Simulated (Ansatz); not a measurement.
## Elastic constants of LiCl (Fm-3m) under pressure

```
Li Cl
1.0
     0.00000    2.53141    2.53141
     2.53141    0.00000    2.53141
     2.53141    2.53141    0.00000
Li Cl
1 1
Direct
  0.00000 0.00000 0.00000
  0.50000 0.50000 0.50000
```

This is the zero-pressure cell. At each pressure cell and atoms are relaxed in this structure, and the constants are slopes of the stress at strains of ±0.005 with relaxed ions (the coefficients that govern stability under load). Level: PBEsol, PAW on Ansatz 0.2.0's default frozen-core files (fitted under PBE), scalar-relativistic; k mesh 8×8×8, strains of ±0.005, fixed occupations, cutoff 420 eV. P is the pressure of the relaxed cell, less that of this one.

| P (GPa) | V/V₀ | C11 (GPa) | C12 (GPa) | C44 (GPa) |
| --- | --- | --- | --- | --- |
| 0.00 | 1.0000 | 63.6 | 21.1 | 25.5 |
| 0.98 | 0.9740 | 72.6 | 22.9 | 26.7 |
| 1.97 | ? | ? | ? | ? |
| 3.97 | 0.9119 | 98.8 | 28.1 | 29.9 |
| 6.98 | 0.8653 | 124.0 | 32.9 | 32.9 |
| 9.93 | 0.8288 | 148.0 | 37.5 | 35.8 |
| 14.97 | 0.7801 | 187.6 | 45.0 | 40.3 |

**Question.** Does the bulk modulus from the constants agree with the pressure-volume curve?

**Answer.** A third-order Birch-Murnaghan fit to the volumes shown (F against f, f = [(V₀/V)^(2/3) − 1]/2) gives B₀ = 35.3 GPa and B′ = 4.3. Its −V dP/dV stands beside (C11 + 2C12)/3:

```csv
P (GPa),from P(V),from the constants
0.00,35.3,35.2
0.98,39.4,39.5
3.97,51.6,51.6
6.98,63.3,63.3
9.93,74.4,74.3
14.97,92.9,92.5
```

**Question.** What are the pressure derivatives at zero pressure?

**Answer.** Slopes at V₀ of quadratic fits in −ln(V/V₀) through the first four rows shown, divided by B₀: dC11/dP = 9.1, dC12/dP = 1.8, dC44/dP = 1.2. The mean slopes up to 4.0 GPa are 8.9, 1.8, 1.1; curvature and scatter of the constants part the two. The combination (dC11/dP + 2 dC12/dP)/3 = 4.3 stands against B′.

**Question.** Fill the row at 1.97 GPa.

**Answer.** Cubic fits in −ln(V/V₀) through all rows shown give C11 = 81.4, C12 = 24.6, C44 = 27.8 GPa. Computed: V/V₀ = 0.9510, C11 (GPa) = 81.4, C12 (GPa) = 24.6, C44 (GPa) = 27.8.

**Question.** Does a shear stiffness soften?

**Answer.** C44 goes from 25.5 to 40.3 GPa; (C11 − C12)/2 goes from 21.2 to 71.3 GPa. Neither ends more than 3 % under its start, and the lattice stays mechanically stable over this range.

Keep in mind: no other phase was computed; many crystals of this kind change structure within this range, and rows or crossings beyond such a change describe a metastable lattice; frozen-core PAW files fitted under PBE, their cores solved anew for the functional of the run; phonons weren't checked at these pressures.
